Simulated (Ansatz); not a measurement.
**LiNbO₃: field gradients at two levels of theory**

Cell: a COD entry whose atoms were relaxed with PBE, the cell held.

Space group R3c:H (No. 161); a = 5.1502, c = 13.8653 Å, γ = 120.00°.

| site | Wyckoff | site symmetry | x | y | z |
| --- | --- | --- | --- | --- | --- |
| Li | 6a | 3. | 0.0000 | 0.0000 | 0.7223 |
| Nb | 6a | 3. | 0.0000 | 0.0000 | 0.0044 |
| O | 18b | 1 | 0.6771 | 0.7106 | 0.6080 |

One atom of each set is listed; the run and its k-mesh use a cell of 10 atoms with edges of 5.50, 5.50, 5.50 Å.

First run. The numbers come from a DFT calculation in Ansatz (PBE, plane waves and PAW, scalar-relativistic, 420 eV cutoff, Γ-centred 7×7×7 k-points, Fermi–Dirac smearing 0.02 eV).

| site | V_zz (10²¹ V/m²) | η |
| --- | --- | --- |
| Li | 0.059 | 0.00 |
| Nb | 3.49 | 0.00 |
| O | 1.99 | 0.99 |

Second run. The same atoms and settings, except that the functional is r2SCAN and the cutoff is 500 eV.

Problem. Given the first result, estimate the second.

Solution. 

| site | V_zz | η | change of V_zz |
| --- | --- | --- | --- |
| Li | 0.060 | 0.00 | 0.00 |
| Nb | 3.52 | 0.00 | +0.03 |
| O | 2.10 | 0.88 | +0.11 |

The largest change of V_zz is on O, from 1.99 to 2.10. In per cent, |V_zz| changes by +1 on Nb, +5 on O (all sites that start above 0.5).

Without spin–orbit coupling (the program notes it for Nb) the gradients are little affected as a rule: paired runs on crystals with a gap mostly move them by under 2 % at such atoms. With these PAW files V_zz is typically within 2 to 3 % of all-electron values, but misses above 10 % occur on Li.
